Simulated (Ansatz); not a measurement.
Crystal: Cs2AgBiBr6.

```xyz
10
Lattice="0.0000 5.6161 5.6161 5.6161 0.0000 5.6161 5.6161 5.6161 0.0000" Properties=species:S:1:pos:R:3 pbc="T T T"
Bi    0.0000    0.0000    0.0000
Cs    8.4242    8.4242    8.4242
Cs    2.8081    2.8081    2.8081
Ag    5.6161    5.6161    5.6161
Br    5.6161    5.6161    8.4180
Br    5.6161    5.6161    2.8142
Br    2.8142    5.6161    5.6161
Br    5.6161    8.4180    5.6161
Br    8.4180    5.6161    5.6161
Br    5.6161    2.8142    5.6161
```

- Program: Ansatz 0.2.0
- Task: relaxation of cell and atoms
- Functional: PBEsol
- Dispersion: D4
- Potentials or basis: Ansatz PAW
- Cutoff: 420 eV (not typed: the program's choice for these potentials)
- k mesh: 4 × 4 × 4
- Occupations: fermi-dirac, width 0.05 eV
- Spin: no spin polarisation

At the start: volume 35.43 Å³/atom.

Task: Where does the relaxation end?

Result: It ends after 5 steps and the volume is 34.21 Å³/atom (-3.4 %); space group Fm-3m (No. 225, to 0.05 Å).

The path:
```tsv
step	energy change (eV)	largest force (eV/Å)	volume (Å³)
1	0.0000	0.3033	354.27
2	-0.0575	0.0117	348.42
3	-0.0678	0.0268	342.64
4	-0.0681	0.0009	342.12
5	-0.0670	0.0009	342.12
```

Final structure:
```xyz
10
Lattice="0.0000 5.5511 5.5511 5.5511 0.0000 5.5511 5.5511 5.5511 0.0000" Properties=species:S:1:pos:R:3 pbc="T T T"
Bi    0.0000    0.0000    0.0000
Cs    8.3267    8.3267    8.3267
Cs    2.7756    2.7756    2.7756
Ag    5.5511    5.5511    5.5511
Br    5.5511    5.5511    8.2773
Br    5.5511    5.5511    2.8250
Br    2.8250    5.5511    5.5511
Br    5.5511    8.2773    5.5511
Br    8.2773    5.5511    5.5511
Br    5.5511    2.8250    5.5511
```

Caveat: the plane-wave basis is chosen anew once the cell has moved, so the energies of steps on either side of that aren't comparable; the PAW data sets come from PBE, with cores solved anew for the run's functional, which leaves a small shift of forces and pressure.
